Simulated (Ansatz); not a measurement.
The system is Nb.

```
Nb
1.0
     2.71964    0.00000    0.00000
     0.00000    2.71964    0.00000
     0.00000    0.00000    2.71964
Nb
1
Direct
  0.50000 0.50000 0.50000
```

The cell was built by a generator and needn't be a form met in nature.

Program: Ansatz 0.2.0. Alike in all runs: task band structure; potentials or basis Ansatz PAW; no spin polarisation; cell as given; k mesh 6 × 6 × 6; smearing fermi-dirac 0.05 eV; the mesh is coarse, so values aren't converged.

Question: Order these runs on this cell by their pressure, lowest first.
A. level r2SCAN; cutoff (eV) 500
B. level PBEsol; cutoff (eV) 420
C. level LDA; cutoff (eV) 420

Answer: C (-5.3 GPa), B (-2.1 GPa), A (1.4 GPa).

Caveats: all runs use coarse meshes; the PAW data sets come from PBE, with cores solved anew for the run's functional, which leaves a small shift of forces and pressure.

Runs at the PBE level aren't shown here.
